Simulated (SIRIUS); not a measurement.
# BP (P6_3/mmc) in SIRIUS: notebook

Runs on BP. Level: PBE. Tasks: single point.

Everything below comes from runs of SIRIUS 7.10.0. Logs are shortened: lines on timing, memory, paths and dates and some standing lists are left out, and cuts for length are marked. The log counts tension as positive stress, the text compression.

### Step 1. The crystal as given

Symmetry: P6_3/mmc, No. 194, hexagonal system. The conventional cell has a = 3.067 Å, b = 3.067 Å, c = 5.079 Å, α = 90.00°, β = 90.00°, γ = 120.00°. Around B (site symmetry -3m) lie 6 P at 2.18 Å. Around P (site symmetry -6m2) lie 6 B at 2.18 Å.

The cell was built by a generator and needn't be a form met in nature.

### Step 2. Single point, PBE

sirius.json

```json
{
  "control": {
    "processing_unit": "cpu",
    "verbosity": 2,
    "num_bands_to_print": 15,
    "print_forces": true,
    "print_stress": true
  },
  "parameters": {
    "electronic_structure_method": "pseudopotential",
    "xc_functionals": ["XC_GGA_X_PBE", "XC_GGA_C_PBE"],
    "gk_cutoff": 6.4,
    "pw_cutoff": 20.0,
    "ngridk": [8, 8, 4],
    "shiftk": [0, 0, 0],
    "smearing": "fermi_dirac",
    "smearing_width": 0.0018374661,
    "num_bands": 15,
    "num_mag_dims": 0,
    "num_dft_iter": 100,
    "energy_tol": 1e-08,
    "density_tol": 1e-06
  },
  "iterative_solver": {
    "type": "davidson",
    "min_tolerance": 1e-09,
    "tolerance_scale": [0.1, 0.25]
  },
  "mixer": {
    "type": "anderson",
    "beta": 0.7,
    "max_history": 8
  },
  "settings": {
    "tol_ne": 1e-10
  },
  "unit_cell": {
    "lattice_vectors": [
      [5.79537428448, 0.0, 0.0],
      [-2.89768714224, 5.018942511655, 0.0],
      [0.0, 0.0, 9.597673322578]
    ],
    "atom_coordinate_units": "lattice",
    "atom_types": ["B", "P"],
    "atom_files": {
      "B": "B.json",
      "P": "P.json"
    },
    "atoms": {
      "B": [
        [0.0, 0.0, 0.0],
        [0.0, 0.0, 0.5]
      ],
      "P": [
        [0.33333, 0.66667, 0.25],
        [0.66667, 0.33333, 0.75]
      ]
    }
  }
}
```

Potentials or basis: JTH 2.0 PBE (PAW).

Started as:

```bash
$ upf_to_json B.GGA_PBE-JTH.UPF
$ upf_to_json P.GGA_PBE-JTH.UPF
$ OMP_NUM_THREADS=1 sirius.scf --input=sirius.json --output=out.json --task=0
```

The program printed:

```text
[info] SIRIUS version : 7.10.0
[info] number of MPI ranks           : 1
[info] MPI grid                      : 1 1
[info] maximum number of OMP threads : 1
[fft] FFT context for density and potential
[fft] =====================================
[fft]   comm size                             : 1
[fft]   plane wave cutoff                     : 20
[fft]   grid size                             : 40 40 64   total : 102400
[fft]   grid limits                           : -19 20   -19 20   -31 32
[fft]   number of G-vectors within the cutoff : 18877
[fft]   local number of G-vectors             : 18877
[fft]   number of G-shells                    : 5151
[fft] FFT context for coarse grid
[fft] =====================================
[fft]   comm size                             : 1
[fft]   plane wave cutoff                     : 12.8
[fft]   grid size                             : 27 27 45   total : 32805
[fft]   grid limits                           : -13 13   -13 13   -22 22
[fft]   number of G-vectors within the cutoff : 4967
[fft]   local number of G-vectors             : 4967
[fft]   number of G-shells                    : 1422
[unit cell] lattice vectors
[unit cell]   a1 :       5.7953742845      0.0000000000      0.0000000000
[unit cell]   a2 :      -2.8976871422      5.0189425117      0.0000000000
[unit cell]   a3 :       0.0000000000      0.0000000000      9.5976733226
[unit cell] reciprocal lattice vectors
[unit cell]   b1 :       1.0841724794      0.6259471286     -0.0000000000
[unit cell]   b2 :       0.0000000000      1.2518942571      0.0000000000
[unit cell]   b3 :       0.0000000000     -0.0000000000      0.6546571337
[unit cell] unit cell volume :       279.16416827 [a.u.^3]
[unit cell] 1/sqrt(omega)    :         0.05985083
[unit cell] MT volume        :         0.00000000 ( 0.00%)
[unit cell] IT volume        :       279.16416827 (100.00%)
[unit cell] number of atom types : 2
[unit cell] type id : 0 symbol :  B mt_radius :  14.925365 num_atoms : 2
[unit cell] type id : 1 symbol :  P mt_radius :  14.946091 num_atoms : 2
[unit cell] total number of atoms : 4
[unit cell] number of symmetry classes : 2
[unit cell] number of PAW atoms : 4
[unit cell] PAW atoms : 0 1 2 3
[unit cell] atom id  type id  class id             position                      vector_field
[unit cell] ------------------------------------------------------------------------------------------
[unit cell]      0        0        0      0.00000   0.00000   0.00000      0.00000   0.00000   0.00000
[unit cell]      1        0        0      0.00000   0.00000   0.50000      0.00000   0.00000   0.00000
[unit cell]      2        1        1      0.33333   0.66667   0.25000      0.00000   0.00000   0.00000
[... 370 lines left out ...]
[find] --------------------------------------------------------------------------------
[find] valence_eval_sum               :       2.84297419
[find] <rho|V^{XC}>                   :      -7.43460638
[find] <rho|E^{XC}>                   :      -6.56356347
[find] <mag|B^{XC}>                   :       0.00000000
[find] <rho|V^{H}>                    :       0.88773521
[find] one-electron contribution      :      10.02862399 (Ha),      20.05724798 (Ry)
[find] hartree contribution           :       0.44386761
[find] xc contribution                :      -6.56356347
[find] ewald contribution             :     -22.84340298
[find] PAW contribution               :     -47.94662669
[find] smearing (-TS)                 :      -0.00014391
[find] SCF correction                 :       0.00000022
[find] Total energy                   :     -66.88110133 (Ha),    -133.76220265 (Ry)
[find] Free energy (E-TS)             :     -66.88124524 (Ha),    -133.76249047 (Ry)
[find] band gap (eV)                  :       0.00000000
[find] Efermi                         :       0.41733966
[ground_state] === stress tensor components [kbar] ===
[ground_state] === stress_kin ===
[ground_state] -6000.136409   -0.009124    0.000000
[ground_state]    -0.009124-6000.146203    0.000000
[ground_state]     0.000000    0.000000-5917.731953
[ground_state] === stress_har ===
[ground_state]  -102.722397    0.011941    0.000000
[ground_state]     0.011941 -102.708385    0.000000
[ground_state]     0.000000    0.000000 -262.359702
[ground_state] === stress_ewald ===
[ground_state]  8201.912991    0.080788    0.000000
[ground_state]     0.080788 8202.007438    0.000000
[ground_state]     0.000000    0.000000 7670.660307
[ground_state] === stress_vloc ===
[ground_state]   562.695164   -0.090915    0.000000
[ground_state]    -0.090915  562.588843    0.000000
[ground_state]     0.000000    0.000000 1136.982215
[ground_state] === stress_xc ===
[ground_state]   933.793224    0.000279    0.000000
[ground_state]     0.000279  933.793547    0.000000
[ground_state]     0.000000    0.000000  930.064285
[ground_state] === stress_core ===
[ground_state]  1115.101340   -0.000363    0.000000
[ground_state]    -0.000363 1115.100915    0.000000
[ground_state]     0.000000    0.000000 1112.410706
[ground_state] === stress_nonloc ===
[ground_state] -5476.405183    0.006104    0.000000
[ground_state]     0.006104-5476.398136    0.000000
[ground_state]     0.000000    0.000000-5430.797304
[ground_state] === stress_us ===
[ground_state]   770.594743   -0.000142    0.000000
[ground_state]    -0.000142  770.594573    0.000000
[ground_state]     0.000000    0.000000  771.332080
[ground_state] === stress_us_nl ===
[ground_state] -4705.810441    0.005962    0.000000
[ground_state]     0.005962-4705.803563    0.000000
[ground_state]     0.000000    0.000000-4659.465224
[ground_state] === stress_total ===
[ground_state]     4.833472   -0.001432    0.000000
[ground_state]    -0.001432    4.832590    0.000000
[ground_state]     0.000000    0.000000   10.560634
[ground_state] ==== total Forces in Ha/bohr =====
[ground_state] atom:    0, force:       0.0000000      0.0000000      0.0000000
[ground_state] atom:    1, force:       0.0000000      0.0000000      0.0000000
[ground_state] atom:    2, force:       0.0000016     -0.0000009      0.0000000
[ground_state] atom:    3, force:      -0.0000016      0.0000009      0.0000000
[ground_state] ==== ultrasoft contribution from Qij =====
[ground_state] atom:    0, force:       0.0000000      0.0000000      0.0000000
[ground_state] atom:    1, force:       0.0000000      0.0000000      0.0000000
[ground_state] atom:    2, force:       0.0000008     -0.0000005      0.0000000
[ground_state] atom:    3, force:      -0.0000008      0.0000005      0.0000000
[ground_state] ==== non-local contribution from Beta-projector =====
[ground_state] atom:    0, force:       0.0000000      0.0000000      0.0000000
[ground_state] atom:    1, force:       0.0000000      0.0000000      0.0000000
[ground_state] atom:    2, force:       0.0000005     -0.0000003      0.0000000
[ground_state] atom:    3, force:      -0.0000005      0.0000003      0.0000000
[ground_state] ==== contribution from local potential =====
[ground_state] atom:    0, force:       0.0000000      0.0000000      0.0000000
[ground_state] atom:    1, force:       0.0000000      0.0000000      0.0000000
[ground_state] atom:    2, force:      -0.0000153      0.0000092      0.0000000
[ground_state] atom:    3, force:       0.0000153     -0.0000092      0.0000000
[ground_state] ==== contribution from core density =====
[ground_state] atom:    0, force:       0.0000000      0.0000000      0.0000000
[ground_state] atom:    1, force:       0.0000000      0.0000000      0.0000000
[ground_state] atom:    2, force:      -0.0000001      0.0000001      0.0000000
[ground_state] atom:    3, force:       0.0000001     -0.0000001      0.0000000
[ground_state] ==== Ewald forces from ions =====
[ground_state] atom:    0, force:       0.0000000      0.0000000      0.0000000
[ground_state] atom:    1, force:       0.0000000      0.0000000      0.0000000
[ground_state] atom:    2, force:       0.0000157     -0.0000094      0.0000000
[ground_state] atom:    3, force:      -0.0000157      0.0000094      0.0000000
[~DFT_ground_state] local op. applied: 51110
[~DFT_ground_state] evp. work count: 13642.8
[~DFT_ground_state] number of iterative solver steps: 3512
```

Wall time 53 s (1 thread of Arm Neoverse V1, shared host); peak memory 0.37 GiB.

Results:

| Item | Value |
| --- | --- |
| Free energy | -1819.9314 eV |
| Pressure | -0.7 GPa |
| Band gap on the k mesh | none (metal or under the smearing width) |

### Step 3. Single point, PBE

sirius.json, as its differences from that of step 2:

```diff
@@ -11,4 +11,4 @@
     "xc_functionals": ["XC_GGA_X_PBE", "XC_GGA_C_PBE"],
-    "gk_cutoff": 6.4,
-    "pw_cutoff": 20.0,
+    "gk_cutoff": 9.1,
+    "pw_cutoff": 18.2,
     "ngridk": [8, 8, 4],
@@ -34,3 +34,4 @@
   "settings": {
-    "tol_ne": 1e-10
+    "tol_ne": 1e-10,
+    "pseudo_grid_cutoff": 6.5
   },
```

Potentials or basis: in-house norm-conserving set, PBE (scalar relativistic).

Started as:

```bash
$ upf_to_json B.upf
$ upf_to_json P.upf
$ OMP_NUM_THREADS=1 sirius.scf --input=sirius.json --output=out.json --task=0
```

It took 1.8 min on 1 thread of Arm Neoverse V1, shared host; peak memory 0.81 GiB.

Results (log left out):

```
Free energy            : -535.9062 eV
Pressure               : -0.4 GPa
Band gap on the k mesh : none (metal or under the smearing width)
```

Stress tensor (GPa, compression positive):
```
-0.20  0.00  0.00
 0.00 -0.20  0.00
 0.00  0.00 -0.85
```
